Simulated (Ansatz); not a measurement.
# Pb in Ansatz: reference runs

Reference runs on Pb: the cell as given.

All numbers are computed with Ansatz 0.2.0; they aren't measurements. Logs are shortened: lines on timing, memory, paths and dates and some standing lists are left out, and cuts for length are marked.

## Step 1: The undisturbed slab

The cell holds a slab with vacuum, 4 atoms: a = 3.480 Å, b = 3.480 Å, c = 23.385 Å, α = 90.00°, β = 90.00°, γ = 120.00°.

The slab is cut from a database's or a generator's crystal, which needn't be the stable form of the element.

## Step 2: Single point, PBE (the (0 0 1) slab of Pb, cut from the database cell, not relaxed)

Contents of input.yaml:

```yaml
crystal:
  lattice:
    - [3.4800006906, 0.0, 0.0]
    - [-1.7400003453, 3.0137690032, 0.0]
    - [0.0, 0.0, 23.385]
  atoms:
    - { symbol: Pb, position: [0.6666666667, 0.3333333334, 0.3207184092] }
    - { symbol: Pb, position: [0.3333333333, 0.6666666666, 0.4402394697] }
    - { symbol: Pb, position: [0.6666666667, 0.3333333334, 0.5597605303] }
    - { symbol: Pb, position: [0.3333333333, 0.6666666666, 0.6792815908] }
kpoints:
  mp_grid: { grid: [9, 9, 1] }
scf:
  occupations: { method: fermi_dirac, width: 0.05 }
hamiltonian:
  xc: pbe
  pseudopotentials: { kind: all_electron, lapw: { basis_error: 0.001 } }
output:
  forces: true
  stress: true
  eigenvalues: true
  populations: true
```

Potentials or basis: all-electron LAPW, scalar-relativistic.

Command:

```
$ ansatz run input.yaml --threads 4 --pin off --max-ram 14336MiB --backend cpu --events-out ev --progress --plain --runs-dir out
```

Log:

```text
Warning: RAYON_NUM_THREADS=4 ignored (pool sized by the plan → 4); use --threads N
Pb: projections on atomic orbitals take those of the free atom 1s2 2s2 2p6 3s2 3p6 3d10 4s2 4p6 4d10 4f14 5s2 5p6 5d10 6s2 6p2, of charge +0.00 (hamiltonian.pseudopotentials.projection_atoms)
LAPW: plane waves up to 6.501 Å⁻¹, error target 1.0e-3 eV per atom; small_component_spin mean_spin; Pb in spheres of 1.721 Å, 36 of its electrons in bands, Dirac shells [] (how accurate: hamiltonian.pseudopotentials.lapw.basis_error, Limitations)
Engine: ansatz 0.2.0, aarch64-unknown-linux-gnu
Pseudopotentials: kind: all_electron
Pseudopotential: Pb, LAPW, valence charge 36, lapw/all_electron/scalar/gaussian/Pb, Koelling and Harmon's equation, gaussian nucleus
Functional definition: PBE
  parameter kappa = 0.804
  parameter beta = 0.06672455060314922
  exchange = pbe_x(kappa = kappa, mu = beta*pi^2/3)
  correlation = pbe_c(beta = beta)
Crystal: 4 atoms, lattice volume = 245.260 Å³
Basis set: ecut = 161.02578215988072 eV, 1165 PW (Γ), exchange–correlation at level 2
Bands: 87, of which v1, the nominal top of the filled ones, is band 72 counted from 1 (71 counted from 0)
Symmetry: 12 space group operations
Space group: P-3m1 (ITA 164), of the structure as read, at distance tolerance 6.3e-5 Å
k-points: 12 of 81
Non-local potential: Pb, projectors of the file, none
Initial density: superposition of atomic densities (neutral atoms: chi_scale 0, normalization atom)
Initial wavefunctions: plane waves of lowest kinetic energy (no species holds an atomic orbital)
Functional: x = pbe(κ = 0.804, μ = 0.2195149727645171), c = pbe(β = 0.06672455060314922)
iter 1 solved again at ethr=5.75e-4 eV; its pass at ethr=1.00e-1 eV (dr2=8.29e-1 eV) is discarded
SCF iter   1: F=—  HF=-2272266.147475 eV  |F-HF|=—  |Δ(HF+E_count)|=         —  Δρ=4.18e-3  dr2=8.29e-1  ethr=5.75e-4  ⟨swp⟩=2.8  Hψ=6490  notcnv=0
preconditioner: auto → LDOS  [insulator: Δε(μ)=0.288 eV  Ē_g=18.528 eV  σ=0.050 eV  W_gap=0.66  n_scr=84 (ndim 8)  ℏωp=17.7 eV  f_vac=0.505  D(μ)=0.76/eV (n_scr^D=4)  ε∞_Penn≈1.9  β→1.0]
SCF iter   2: F=—  HF=-2272266.257241 eV  |F-HF|=—  |Δ(HF+E_count)|=   1.10e-1  Δρ=6.25e-3  dr2=2.61e0  ethr=5.75e-4  ⟨swp⟩=3.0  Hψ=3476  notcnv=0  recentre
SCF iter   3: F=—  HF=-2272266.032431 eV  |F-HF|=—  |Δ(HF+E_count)|=   2.25e-1  Δρ=1.79e-3  dr2=1.74e-1  ethr=5.75e-4  ⟨swp⟩=3.0  Hψ=3019  notcnv=0
iter 4 solved again at ethr=7.78e-7 eV; its pass at ethr=1.21e-4 eV (dr2=1.12e-3 eV) is discarded
SCF iter   4: F=—  HF=-2272266.012999 eV  |F-HF|=—  |Δ(HF+E_count)|=   1.94e-2  Δρ=2.90e-4  dr2=1.12e-3  ethr=7.78e-7  ⟨swp⟩=2.6  Hψ=5383  notcnv=0
SCF iter   5: F=—  HF=-2272266.012677 eV  |F-HF|=—  |Δ(HF+E_count)|=   3.22e-4  Δρ=1.14e-4  dr2=6.78e-5  ethr=7.76e-7  ⟨swp⟩=2.0  Hψ=3087  notcnv=0
SCF iter   6: F=—  HF=-2272266.012697 eV  |F-HF|=—  |Δ(HF+E_count)|=   1.93e-5  Δρ=3.79e-5  dr2=2.80e-5  ethr=4.71e-8  ⟨swp⟩=3.0  Hψ=3138  notcnv=0
SCF iter   7: F=—  HF=-2272266.012696 eV  |F-HF|=—  |Δ(HF+E_count)|=   5.24e-7  Δρ=1.51e-5  dr2=1.12e-6  ethr=1.94e-8  ⟨swp⟩=2.0  Hψ=3087  notcnv=0
SCF iter   8: F=-2272266.012697 eV  HF=-2272266.012697 eV  |F-HF|=9.97e-8  |Δ(HF+E_count)|=   8.90e-7  Δρ=3.56e-6  dr2=4.08e-8  ethr=7.79e-10  ⟨swp⟩=3.0  Hψ=3145  notcnv=0
SCF 1 converged in 8 iterations: F = -2272266.012697 eV  dr2 = 4.08e-8
SCF converged after 8 iterations
Free energy (F): -2272266.012697 eV
Harris-Foulkes:  -2272266.012697 eV  (|F-HF|=9.97e-8)
Internal energy: -2272266.005460 eV  (E = F + TS)
E sigma→0 (E₀):  -2272266.009078 eV
Entropy (-TS):   -0.007238 eV (-1.809 meV/atom)
Fermi energy:    5.801380 eV
--- Per-component energies (eV) ---
  E_band       = -10193.893826
  E_kinetic    = 2619884.897922
  E_xc         = -42321.955340
  E_electrostatic = -4849828.948041  (all electrons and nuclei)
  E_smearing   = -0.007238  (= −TS)
  E_closure    = 0.000000  (closes the sum)
  E_atoms      = -2272252.173406  (free atoms, spherical and without spin; not in F)
  Σ components = -2272266.012697   (vs F -2272266.012697, Δ=0.00e0)
  Basis errors (estimates in eV, not in F): energy 2.9e-4 per atom: plane waves 2.7e-4 (1.5e-4 summed), levels above the bands 2.4e-71, relativity 4.7e-8, radial functions 1.8e-5, core shells 1.8e-9; eigenvalues (radial functions only) 9.6e-7; not estimated: angular momenta, meshes, grids; target (lapw.basis_error) 1.0e-3; muffin-tin radii Pb 1.721 Å
--- Forces (eV/Å), atoms counted from 1 ---
  atom   1  Pb     0.00000000     0.00000000    -0.02006010
  atom   2  Pb     0.00000000    -0.00000000    -0.40938998
  atom   3  Pb    -0.00000000     0.00000000     0.40938998
  atom   4  Pb     0.00000000    -0.00000000     0.02006010
  max |Σ_I F_I| component: 1.39e-17 eV/Å
--- Stress (GPa, compression-positive) ---
        0.826722       0.000000       0.000000
        0.000000       0.826722      -0.000000
        0.000000      -0.000000       0.859098
  P = ⅓ Tr σ = 0.8375 GPa (8.375 kbar)
--- Band table (eV; the first three rows and the last of 12) ---
  k-point 0: bands = ["-133.8110", "-133.8110", "-133.7479", "-133.7479", "-122.8488", "-122.8488", "-122.8485", "-122.8485", "-122.8485", "-122.8485", "-122.8474", "-122.8474", "-122.8474", "-122.8474", "-122.8452", "-122.8452", "-122.8452", "-122.8452", "-122.7767", "-122.7767", "-122.7767", "-122.7767", "-122.7759", "-122.7759", "-122.7759", "-122.7759", "-122.7755", "-122.7755", "-122.7755", "-122.7755", "-122.7755", "-122.7755", "-75.6518", "-75.6518", "-75.6389", "-75.6389", "-75.6389", "-75.6389", "-75.5847", "-75.5834", "-75.5834", "-75.5830", "-75.5830", "-75.5826", "-11.2589", "-11.2548", "-11.2199", "-11.2114", "-11.2114", "-11.2034", "-11.2034", "-11.2004", "-11.1896", "-11.1896", "-11.1684", "-11.1684", "-11.1002", "-11.1002", "-11.0543", "-11.0543", "-10.9896", "-10.9896", "-10.9360", "-10.9360", "-5.8382", "-5.1088", "-3.9793", "-2.7108", "2.3636", "4.3945", "6.9214", "8.9160", "9.3519", "10.7812", "10.8248", "11.6777", "11.6777", "12.2375", "12.2375", "12.8954", "12.8954", "12.9647", "13.2923", "13.2923", "13.8490", "14.7850", "15.0112"]
  k-point 1: bands = ["-133.8110", "-133.8110", "-133.7479", "-133.7479", "-122.8488", "-122.8488", "-122.8485", "-122.8485", "-122.8485", "-122.8485", "-122.8474", "-122.8474", "-122.8474", "-122.8474", "-122.8452", "-122.8452", "-122.8452", "-122.8452", "-122.7767", "-122.7767", "-122.7767", "-122.7767", "-122.7759", "-122.7759", "-122.7759", "-122.7759", "-122.7755", "-122.7755", "-122.7755", "-122.7755", "-122.7755", "-122.7755", "-75.6518", "-75.6518", "-75.6392", "-75.6392", "-75.6390", "-75.6390", "-75.5846", "-75.5837", "-75.5835", "-75.5833", "-75.5830", "-75.5826", "-11.2523", "-11.2493", "-11.2200", "-11.2148", "-11.2113", "-11.1859", "-11.1858", "-11.1798", "-11.1762", "-11.1634", "-11.1581", "-11.1413", "-11.1125", "-11.1062", "-11.0615", "-11.0548", "-11.0022", "-10.9895", "-10.9549", "-10.9332", "-5.6220", "-4.8962", "-3.7785", "-2.5348", "2.6027", "4.5859", "7.0491", "9.0547", "9.5178", "9.6054", "10.2784", "10.6879", "10.8922", "11.0135", "11.3812", "11.5722", "11.7620", "12.4973", "13.0956", "13.3098", "14.0284", "14.4825", "14.5330"]
  k-point 2: bands = ["-133.8110", "-133.8110", "-133.7479", "-133.7479", "-122.8488", "-122.8488", "-122.8485", "-122.8485", "-122.8485", "-122.8485", "-122.8474", "-122.8474", "-122.8474", "-122.8474", "-122.8452", "-122.8452", "-122.8452", "-122.8452", "-122.7767", "-122.7767", "-122.7767", "-122.7767", "-122.7759", "-122.7759", "-122.7759", "-122.7759", "-122.7755", "-122.7755", "-122.7755", "-122.7755", "-122.7755", "-122.7755", "-75.6517", "-75.6517", "-75.6400", "-75.6400", "-75.6392", "-75.6392", "-75.5846", "-75.5845", "-75.5838", "-75.5837", "-75.5832", "-75.5826", "-11.2833", "-11.2743", "-11.2407", "-11.2041", "-11.1975", "-11.1760", "-11.1633", "-11.1543", "-11.1367", "-11.1291", "-11.1179", "-11.0950", "-11.0930", "-11.0692", "-11.0528", "-11.0346", "-11.0100", "-10.9887", "-10.9840", "-10.9278", "-4.9752", "-4.2634", "-3.1861", "-2.0245", "3.2852", "5.0026", "6.6463", "6.7594", "7.9028", "8.2203", "9.0613", "9.6841", "9.8308", "10.1927", "10.4514", "11.3708", "11.5419", "11.6148", "12.6226", "12.9445", "13.2117", "13.6093", "14.3545"]
  k-point 11: bands = ["-133.8110", "-133.8110", "-133.7479", "-133.7479", "-122.8488", "-122.8488", "-122.8485", "-122.8485", "-122.8485", "-122.8485", "-122.8474", "-122.8474", "-122.8474", "-122.8474", "-122.8452", "-122.8452", "-122.8452", "-122.8452", "-122.7767", "-122.7767", "-122.7767", "-122.7767", "-122.7759", "-122.7759", "-122.7759", "-122.7759", "-122.7755", "-122.7755", "-122.7755", "-122.7755", "-122.7755", "-122.7755", "-75.6515", "-75.6515", "-75.6408", "-75.6408", "-75.6408", "-75.6408", "-75.5854", "-75.5853", "-75.5853", "-75.5848", "-75.5832", "-75.5832", "-11.2832", "-11.2346", "-11.2346", "-11.2037", "-11.1792", "-11.1792", "-11.1090", "-11.1090", "-11.0930", "-11.0878", "-11.0821", "-11.0821", "-11.0813", "-11.0508", "-11.0239", "-10.9854", "-10.9854", "-10.9597", "-10.9305", "-10.9305", "-1.3080", "-1.3080", "-1.0744", "-1.0744", "3.2337", "3.7286", "3.7286", "3.9909", "4.8820", "4.8820", "5.0722", "6.1934", "7.7253", "7.7253", "9.6905", "9.6905", "11.2674", "12.4517", "13.2778", "13.2778", "13.8253", "14.4790", "14.4790"]
--- Löwdin populations: 4 sites ---
  site symbol       q [e]
     0     Pb     81.9694
     1     Pb     81.9839
     2     Pb     81.9839
     3     Pb     81.9694
  spilling = 0.000284 (of n_electrons = 328.000000)
```

It took 9.3 s on 4 threads of Arm Neoverse V1, shared host; peak memory 0.6 GiB.

What came out:

- Free energy: -2272266.0127 eV
- Largest force: 0.409 eV/Å
- Band gap on the k mesh: none (metal or under the smearing width)
- Work function: 3.80 eV

Forces on the atoms (eV/Å):
```
Pb   0.000  0.000 -0.020
Pb   0.000  0.000 -0.409
Pb   0.000  0.000  0.409
Pb   0.000  0.000  0.020
```

Levels at points of the mesh, in eV from the Fermi level:
| k point | band 68 | band 69 | band 70 | band 71 | band 72 | band 73 | band 74 | band 75 | band 76 | band 77 |
| --- | --- | --- | --- | --- | --- | --- | --- | --- | --- | --- |
| (0.00, 0.00, 0.00) | -8.51 | -3.44 | -1.41 | 1.12 | 3.11 | 3.55 | 4.98 | 5.02 | 5.88 | 5.88 |

The run has no spin-orbit coupling, so splittings on Pb are missing.
